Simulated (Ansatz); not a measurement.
# Eu in Ansatz: the effect of functional

Eu:

```
CELL_PARAMETERS angstrom
-2.33331 2.33331 2.33331
2.33331 -2.33331 2.33331
2.33331 2.33331 -2.33331
ATOMIC_POSITIONS crystal
Eu 0.00000 0.00000 0.00000
```

The cell isn't the ideal one: volume scaled by 1.04.

Alike in all runs:

| Quantity | Value |
| --- | --- |
| Program | Ansatz 0.2.0 |
| Task | single point |
| Potentials or basis | Ansatz PAW |
| k mesh | 8 × 8 × 8 |
| Occupations | fermi-dirac, width 0.05 eV |
| Spin | collinear spin, ferromagnetic start |
| Starting moments | [7.0] μB |

```tsv
functional	cutoff	pressure (GPa)	moment (μB)
LDA	420 eV (not typed: the program's choice for these potentials)	?	?
r2SCAN	500 eV (not typed: the program's choice for these potentials)	-1.6	7.73
PBE	420 eV (not typed: the program's choice for these potentials)	-1.9	7.39
```

**Question.** What does the run with functional LDA give?

**Answer.** Pressure -3.7 GPa; moment 7.31 μB.

Caveats: the PAW data sets come from PBE, with cores solved anew for the run's functional, which leaves a small shift of forces and pressure (some runs); the magnetic or orbital state may not be the lowest (some runs).
